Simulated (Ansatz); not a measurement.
PbF$_{2}$: distorted cells

These are results of DFT PBE, scalar-relativistic, plane waves, PAW (Ansatz), not measurements.

Plane waves to 420 eV, a k mesh through Γ of 8×8×8 on the computed 3-atom cell and Gaussian smearing (0.02 eV); no spin polarisation.

Reference cell:

```
Pb F
1.0
     0.00000    2.96985    2.96985
     2.96985    0.00000    2.96985
     2.96985    2.96985    0.00000
Pb F
1 2
Direct
  0.00000 0.00000 0.00000
  0.25000 0.25000 0.25000
  0.75000 0.75000 0.75000
```

Each variant moves atoms of this cell by the vectors given, if any (Å), and then applies a symmetric strain (tensor components, Cartesian axes). The reference cell isn't relaxed at this level. Energies are per atom at zero smearing, counted from the lowest variant. Pressure is positive in compression.

1. strain (xx yy zz yz xz xy, %) -3.29 -1.74 -3.20 -0.04 -0.08 -0.08; moves: Pb1 (0.006, -0.114, 0.012); F2 (0.000, 0.110, -0.151); F3 (-0.007, 0.004, 0.139)
2. strain (xx yy zz yz xz xy, %) -0.21 -0.21 -0.21 0.00 0.00 0.00
3. strain (xx yy zz yz xz xy, %) 2.84 2.84 2.84 0.00 0.00 0.00
4. strain (xx yy zz yz xz xy, %) 1.78 1.78 1.78 0.00 0.00 0.00
5. strain (xx yy zz yz xz xy, %) 4.70 4.70 4.70 0.00 0.00 0.00
6. no strain; moves: Pb1 (0.000, 0.150, 0.000)
7. strain (xx yy zz yz xz xy, %) 4.13 4.51 3.96 0.34 -0.09 -2.00; moves: Pb1 (0.020, -0.018, 0.050); F2 (-0.041, 0.054, -0.023); F3 (0.021, -0.036, -0.027)

```tsv
result	ΔE (meV/atom)	P (GPa)	largest force (eV/Å)	gap on mesh (eV)
A	112.4	11.99	1.13	3.94
B	0.0	-1.41	0.00	4.42
C	37.0	-5.52	0.00	4.32
D	3.5	2.70	0.00	4.42
E	7.7	2.70	0.25	4.40
F	31.6	-4.72	0.16	4.25
G	8.2	-3.12	0.00	4.39
```

**Question.** Which variant gave which result?

**Answer.** A is 1, B is 4, C is 5, D is 2, E is 6, F is 7, G is 3.

Spin-orbit coupling is left out, which matters for the bands of heavy elements.